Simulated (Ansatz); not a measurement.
Rocksalt ZnO, relaxed with r2SCAN. The symmetry is Fm-3m (No. 225, cubic); conventional cell a = 4.268 Å, 9.72 Å³ an atom. Around Zn lie 6 O at 2.13 Å; around O lie 6 Zn at 2.13 Å.

3 runs of Ansatz on this cell differ in the functional (and in the settings that go with it). Levels are in eV from each run's valence top; v1 is the last filled band, c1 the first empty one.

Run A, mean stress -3.9 GPa (compression positive):

| point | v4 | v3 | v2 | v1 | c1 | c2 |
| --- | --- | --- | --- | --- | --- | --- |
| Γ | -6.03 | -1.22 | -1.22 | -1.22 | 3.91 | 21.42 |
| X | -5.63 | -5.36 | -2.81 | -2.81 | 7.75 | 14.29 |
| U | -5.69 | -4.32 | -3.50 | -1.56 | 9.67 | 13.26 |
| L | -5.75 | -4.42 | 0.00 | 0.00 | 8.57 | 13.12 |

Run B, mean stress -7.3 GPa (compression positive):

| point | v4 | v3 | v2 | v1 | c1 | c2 |
| --- | --- | --- | --- | --- | --- | --- |
| Γ | -4.77 | -1.40 | -1.40 | -1.40 | 0.92 | 17.83 |
| X | -4.44 | -4.09 | -2.86 | -2.86 | 4.06 | 10.58 |
| U | -4.51 | -3.77 | -3.19 | -1.49 | 5.92 | 9.71 |
| L | -4.56 | -3.72 | 0.00 | 0.00 | 5.35 | 9.02 |

Run C, mean stress +0.9 GPa (compression positive):

| point | v4 | v3 | v2 | v1 | c1 | c2 |
| --- | --- | --- | --- | --- | --- | --- |
| Γ | -5.94 | -1.22 | -1.22 | -1.22 | 2.74 | 20.04 |
| X | -5.53 | -5.25 | -2.79 | -2.79 | 6.44 | 13.03 |
| U | -5.59 | -4.28 | -3.48 | -1.54 | 8.34 | 11.92 |
| L | -5.65 | -4.37 | 0.00 | 0.00 | 7.29 | 11.71 |

**Question.** Match the runs to LDA, HSE06, r2SCAN0.

**Answer.** A is r2SCAN0, B is LDA, C is HSE06. In order of the gap: LDA 0.92, HSE06 2.74, r2SCAN0 3.91 eV.

The cell comes from a prototype generator: it can be a known phase or a hypothetical one. Spin polarisation is off.

The program warns that its thresholds are loose for a hybrid's stress.

The meshes of the hybrids are coarse, so their gaps aren't converged to the digits shown.
